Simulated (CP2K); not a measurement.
# PbS (Galena) under changes of volume

One of the cells (26.086 Å³/atom); the others are scaled copies at fixed shape and fractional positions:

```
Pb S
1.0
     4.19420    0.00000    0.00000
     2.09710    3.63229    0.00000
     2.09710    1.21076    3.42455
Pb S
1 1
Direct
  0.00000 0.00000 0.00000
  0.50000 0.50000 0.50000
```

* Program: CP2K 2026.2
* Functional: LDA
* Potentials or basis: GTH_POTENTIALS Pb GTH-PADE-q4, S GTH-PADE-q6; TZVP-MOLOPT-PBE-GTH basis
* Density cutoff: 6123 eV
* k mesh: 8 × 8 × 8
* Occupations: fermi-dirac, width 0.05 eV
* Spin: no spin polarisation

```tsv
volume (Å³/atom)	energy over the lowest point (meV/atom)	pressure (GPa)	gap on the mesh (eV)
24.521	0.00	-0.1	0.01
25.042	2.24	-1.3	0.09
25.564	8.32	-2.4	0.17
26.086	17.90	-3.5	0.24
26.607	30.64	-4.4	0.30
27.129	46.22	-5.2	0.36
27.651	?	?	?
```

**Question.** What does the run at 27.651 Å³/atom give?

**Answer.** Energy over the lowest point 64.33 meV/atom; pressure -5.9 GPa; gap on the mesh 0.41 eV.

Worked out: A Birch-Murnaghan fit of order 3 (a polynomial in V^(-2/3)) to the other rows has its minimum at 24.50 Å³/atom, just outside them, with B0 = V·E''(V) = 62 GPa and B' = 3.8. It gives 64.41 meV/atom at 27.651 Å³/atom, against the run's 64.33, and -dE/dV = -6.0 GPa, against -5.9.

Energies are extrapolated to zero smearing.

Caveats: spin-orbit coupling is left out, which as a rule narrows the gap of such compounds by several tenths of an eV; the basis of atomic orbitals isn't converged, which shifts pressures, moduli and gaps.

A mesh can miss the band edges.
